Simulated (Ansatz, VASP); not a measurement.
# InAs: VASP beside Ansatz

Contents of POSCAR:

```
InAs
1.0
    0.0000000000      2.7381437002      2.7381437002
    2.7381437002      0.0000000000      2.7381437002
    2.7381437002      2.7381437002      0.0000000000
In As
1 1
Direct
    0.0000000000      0.0000000000      0.0000000000
    0.2500000000      0.2500000000      0.2500000000
```

The input INCAR.step1:

```
PREC     = Accurate       # precision mode
ENCUT    = 520            # plane-wave cutoff, eV
ISMEAR   = -1             # smearing method
SIGMA    = 0.1            # smearing width, eV
LREAL    = F              # projectors in reciprocal space
LASPH    = T              # aspherical terms in the spheres
NELM     = 60             # most SCF steps
NBANDS   = 16             # bands
GGA      = PE             # functional
ALGO     = Normal         # electronic algorithm
EDIFF    = 1E-4           # SCF threshold, eV
LWAVE    = T              # write WAVECAR
LCHARG   = F              # write CHGCAR
```

Contents of INCAR.step2:

```
PREC     = Accurate       # precision mode
ENCUT    = 520            # plane-wave cutoff, eV
EDIFF    = 1E-7           # SCF threshold, eV
ISMEAR   = -1             # smearing method
SIGMA    = 0.1            # smearing width, eV
LREAL    = F              # projectors in reciprocal space
LASPH    = T              # aspherical terms in the spheres
NELM     = 60             # most SCF steps
ALGO     = Normal         # electronic algorithm
ISIF     = 2              # what is computed and relaxed
LWAVE    = F              # write WAVECAR
LCHARG   = F              # write CHGCAR
METAGGA  = R2SCAN         # meta-GGA
LMIXTAU  = T            
NBANDS   = 16             # bands
ISTART   = 1
```

Contents of KPOINTS:

```
regular mesh
0
Gamma
  11 11 11
```

Input for Ansatz:

```yaml
crystal:
  lattice:
    - [0.0, 2.7381437002, 2.7381437002]
    - [2.7381437002, 0.0, 2.7381437002]
    - [2.7381437002, 2.7381437002, 0.0]
  atoms:
    - { symbol: In, position: [0.0, 0.0, 0.0] }
    - { symbol: As, position: [0.25, 0.25, 0.25] }
kpoints:
  mp_grid: { grid: [11, 11, 11] }
scf:
  occupations: { method: fermi_dirac, width: 0.1 }
hamiltonian:
  xc: r2scan
  pseudopotentials: { kind: paw }
output:
  forces: true
  stress: true
  eigenvalues: true
  populations: true
```

Change from the starting cell: volume scaled by 0.72, PAW files.

Alike in both runs: task single point; functional r2SCAN; k mesh 11 × 11 × 11; occupations fermi-dirac, width 0.1 eV; no spin polarisation.

```csv
,VASP,Ansatz
version,VASP 6.6.1,Ansatz 0.2.0
potentials or method,"VASP PAW PBE potentials, release 64 (In_d, As)","PAW with Ansatz's default frozen-core files, scalar-relativistic"
plane-wave cutoff (eV),520,500
valence electrons in the cell,18,28
```

```tsv
	VASP	Ansatz	Ansatz less VASP
pressure (GPa)	40.2	40.1	-0.14
```

The two sets of potentials don't hold the same shells in valence.

Caveats: so large a pressure means that the cell lies far from this level's equilibrium, or that cutoff or potentials fall short (VASP); the potentials were made for another functional, which shifts forces and pressure (VASP); spin-orbit coupling is left out, which moves the levels of the heavy elements; an odd mesh through Γ misses points on the zone boundary, where band edges often lie.
